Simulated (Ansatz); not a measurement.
# Zinc, A15 under revPBE: relaxation and energy

The plan for zinc in the A15 structure: relax it, then solve it on a dense k-mesh. Spin polarisation is left out. The k-meshes are 5×5×5 for the relaxation; 7×7×7 for the dense run.

Computed with Ansatz 0.2.0 (DFT revPBE, plane waves (420 eV) with PAW, scalar-relativistic; PBE-made PAW files, unless a step says otherwise).

## 1. The starting structure

Symmetry: Pm-3n, No. 223, cubic system. The conventional cell has a = 4.955 Å, b = 4.955 Å, c = 4.955 Å, α = 90.00°, β = 90.00°, γ = 90.00°. Zn (site symmetry m-3) is surrounded by 12 Zn at 2.77 Å. Around Zn (site symmetry -4m2) lie 6 Zn at 2.48 to 2.77 Å.

Coordinates:

```
CELL_PARAMETERS angstrom
4.95539 0.00000 0.00000
0.00000 4.95539 0.00000
0.00000 0.00000 4.95539
ATOMIC_POSITIONS crystal
Zn 0.00000 0.00000 0.00000
Zn 0.50000 0.50000 0.50000
Zn 0.25000 0.00000 0.50000
Zn 0.75000 0.00000 0.50000
Zn 0.50000 0.25000 0.00000
Zn 0.50000 0.75000 0.00000
Zn 0.00000 0.50000 0.25000
Zn 0.00000 0.50000 0.75000
```

## 2. Relaxing cell and atoms

Input file input.yaml:

```yaml
crystal:
  lattice:
    - [4.9553948694, 0.0, 0.0]
    - [0.0, 4.9553948694, 0.0]
    - [0.0, 0.0, 4.9553948694]
  atoms:
    - { symbol: Zn, position: [0.0, 0.0, 0.0] }
    - { symbol: Zn, position: [0.5, 0.5, 0.5] }
    - { symbol: Zn, position: [0.25, 0.0, 0.5] }
    - { symbol: Zn, position: [0.75, 0.0, 0.5] }
    - { symbol: Zn, position: [0.5, 0.25, 0.0] }
    - { symbol: Zn, position: [0.5, 0.75, 0.0] }
    - { symbol: Zn, position: [0.0, 0.5, 0.25] }
    - { symbol: Zn, position: [0.0, 0.5, 0.75] }
hamiltonian:
  xc: revpbe
  pseudopotentials:
    kind: paw
    azcp:
      Zn: "pseudopotentials/Zn.paw.azcp"
basis:
  ecutwfc: 420
  fft_grid_basis: typed
kpoints:
  mp_grid: { grid: [5, 5, 5], shift: [0, 0, 0] }
magnetization:
  spin_polarized: false
scf:
  occupations: { method: fermi_dirac, width: 0.1 }
relax:
  max_steps: 60
  f_tol: 0.01
  cell: {}
output:
  write_density: true
  write_potential: true
  elf: true
  volumetric_format: npy
```

Launch:

```console
ansatz run input.yaml --threads 4 --pin off --max-ram 8192MiB --backend cpu --events-out ev --progress --plain --runs-dir out
```

Further steps of the session: Dense single point.

**Question.** What will these runs give? Wanted: space group; conventional cell; volume; shortest distance; gap on the mesh; relative to hcp.

As calculated:

```
                      quantity                         value
space group (spins left aside)               Pm-3n (No. 223)
             conventional cell                   a = 5.021 Å
                        volume                15.819 Å³/atom
             shortest distance                       2.510 Å
               gap on the mesh  none (levels filled in part)
               relative to hcp                  +30 meV/atom
```

From the guessed start the volume grew by 4.0 % in 5 steps. Against the reference form of zinc (hcp, computed apart with the same settings) it stands 30 meV/atom higher. No gap shows: it is a metal or semimetal at this level. The symmetry was held, so the structure may be unstable against distortions that break it.
